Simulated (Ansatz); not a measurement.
All cells: G0W0@PBE, full frequency by contour deformation, all-electron datasets in plane waves (scalar-relativistic, Gaussian nuclei) (Ansatz); response cutoff 200 eV, empty bands to 200 eV, primitive cells on a 4×4×4 mesh, no spin-orbit coupling. Band edges are those of the mesh. The mesh is coarse, the sums aren't at the basis limit and many cells are compressed or hypothetical, so the values aren't those of the ambient crystals.

Q: Order these cells by the electronic dielectric constant on this mesh, smallest first.
A. carbon (Fd-3m), 2 atoms, 5.7 Å³ an atom
B. MgO (Fm-3m), 2 atoms, 8.4 Å³ an atom
C. BN (F-43m), 2 atoms, 5.3 Å³ an atom
D. NaI (Fm-3m), 2 atoms, 21.5 Å³ an atom
E. GaN (F-43m), 2 atoms, 11.1 Å³ an atom

A: B (3.1), D (4.5), C (4.9), A (7.0), E (8.6).

Model cells at fixed atoms, which needn't be the relaxed known crystals. Coarse meshes can put the dielectric constant off by a tenth and more.
